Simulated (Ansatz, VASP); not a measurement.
Tc: VASP beside Ansatz

```
CELL_PARAMETERS angstrom
0.00000 1.95000 1.95000
1.95000 0.00000 1.95000
1.95000 1.95000 0.00000
ATOMIC_POSITIONS crystal
Tc 0.00000 0.00000 0.00000
```

Alike in both runs: task relaxation of cell and atoms; functional BLYP; k mesh 12 × 12 × 12; occupations fermi-dirac, width 0.05 eV; no spin polarisation.

```csv
,VASP,Ansatz
version,VASP 6.6.1,Ansatz 0.2.0
potentials or method,"VASP PAW PBE potentials, release 64 (Tc_pv), cutoff 600 eV","all-electron LAPW, scalar-relativistic"
```

VASP gave:

| Quantity | Value |
| --- | --- |
| relaxed volume (Å³/atom) | 15.15 |
| relaxed cell length with the largest relative difference (Å) | 2.778 |
| energy change over the relaxation (meV/atom) | -6 |

Q: Estimate Ansatz's values.

A: Relaxed volume (Å³/atom): 15.13; relaxed cell length with the largest relative difference (Å): 2.776; energy change over the relaxation (meV/atom): -5.

Ansatz ran all-electron here, so the differences hold the error of VASP's frozen core and of both bases.

Caveats: the PAW data sets were made with another functional, which shifts forces and pressure a little (VASP). Zero-point motion and thermal expansion aren't in these numbers. BLYP gives volumes clearly too large for solids.
